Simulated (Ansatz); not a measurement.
`CC(C)B(F)F` + `CC(=O)O` → `CC(=O)OB(F)F` + `CCC`  (ligand exchange at a B–C bond)

Calculated with Ansatz (gas phase, PBE0-D4/def2-TZVP geometries, no zero-point term in ΔE). CBS: MP2 limit from def2 TZ/QZ plus the TZ coupled-cluster correction, frozen cores. DFT in def2-TZVPP. One conformer a species, not always the lowest.

Problem. Is it downhill or uphill in electronic energy at CCSD(T)/CBS, and by how much? (An estimate is asked.)

Solution. Ansatz gave: Downhill: ΔE = -0.87 eV.

Problem. What do these levels give: PBE-D4, PBE0-D4, BHLYP-D4, LC-ωPBE, HF/def2-SVP, MP2/def2-SVP? (Best estimate.)

Solution. Computed: PBE-D4 -0.80, PBE0-D4 -0.83, BHLYP-D4 -0.96, LC-ωPBE -0.82, HF/def2-SVP -1.09, MP2/def2-SVP -1.00 eV.

Problem. What do rigid-rotor, harmonic-oscillator terms from PBE0-D4/def2-TZVP frequencies (298.15 K, 1 bar) make of the CCSD(T)/CBS value? (Estimate.)

Solution. Computed: ΔZPE = 0.00 eV, ΔH = -0.87 eV, ΔS = -15 J/(mol·K), ΔG = -0.82 eV. Modes under 50 cm⁻¹ make the entropy rough.

Largest T1 diagnostic among the species: 0.015.

From BLYP to BHLYP (50 % exact exchange), in def2-TZVPP and without D4, ΔE moves by −0.06 eV. At CCSD(T), def2-SVP lies −0.13 eV from the extrapolated value and def2-TZVPP −0.02 eV. In def2-TZVPP, CCSD(T) changes the Hartree–Fock value by +0.19 eV (the triples alone add +0.02 eV) and MP2 by +0.20 eV.
